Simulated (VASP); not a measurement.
Wanted: the native input for a VASP 6.6.1 run.

* Task: electric field gradients
* Functional: r2SCAN
* Potentials or basis: VASP PAW PBE potentials, release 64 (Al, N)
* Cutoff: 520 eV
* k mesh: 12 × 12 × 12
* Occupations: fermi-dirac, width 0.01 eV
* Spin: no spin polarisation
* Dipole correction: no
* Further INCAR settings: ALGO = Normal; EDIFF = 1e-08; NBANDS = 11

AlN:

```
Al N
1.0
     0.00000    1.97800    1.97800
     1.97800    0.00000    1.97800
     1.97800    1.97800    0.00000
Al N
1 1
Cartesian
  0.0000 0.0000 0.0000
  1.9780 1.9780 1.9780
```

Measurements of this composition are mostly on another form, of space group No. 186.

One way to write it, as run:

POSCAR

```
AlN
1.0
    0.0000000000      1.9780000000      1.9780000000
    1.9780000000      0.0000000000      1.9780000000
    1.9780000000      1.9780000000      0.0000000000
Al N
1 1
Direct
    0.0000000000      0.0000000000      0.0000000000
    0.5000000000      0.5000000000      0.5000000000
```

INCAR.step1

```
SYSTEM = AlN
  ALGO = Normal
  EDIFF = 1E-4
  ENCUT = 520
  GGA = PE
  ISMEAR = -1
  LASPH = .True.
  LCHARG = .False.
  LREAL = .False.
  LWAVE = .True.
  NBANDS = 11
  NELM = 80
  PREC = Accurate
  SIGMA = 0.01
```

INCAR.step2

```
SYSTEM = AlN
  ALGO = Normal
  EDIFF = 1E-8
  ENCUT = 520
  ISIF = 2
  ISMEAR = -1
  ISTART = 1
  LASPH = .True.
  LCHARG = .False.
  LEFG = .True.
  LMIXTAU = .True.
  LREAL = .False.
  LWAVE = .False.
  METAGGA = R2SCAN
  NBANDS = 11
  NELM = 80
  PREC = Accurate
  SIGMA = 0.01
```

KPOINTS

```
k-points
0
Gamma
  12 12 12
  0 0 0
```

Potentials or basis: VASP PAW PBE potentials, release 64 (Al, N).

Command:

```bash
$ cat potpaw_PBE.64/Al/POTCAR potpaw_PBE.64/N/POTCAR > POTCAR
$ cp INCAR.step1 INCAR
$ mpirun -np 1 vasp_std > vasp.out
$ cp INCAR.step2 INCAR
$ mpirun -np 1 vasp_std > vasp.out
```

Results of the run:

```json
{
 "Pressure": "18.2 GPa",
 "Band gap on the k mesh": "5.87 eV, indirect (least direct gap 7.53 eV)"
}
```

Caveat: so large a pressure means that the cell lies far from this level's equilibrium, or that cutoff or potentials fall short; the potentials were made for another functional, which shifts forces and pressure.

Run time: 36 s on 1 thread of Intel(R) Xeon(R) Platinum 8488C (Sapphire Rapids), on a shared host, peak memory 0.13 GiB.
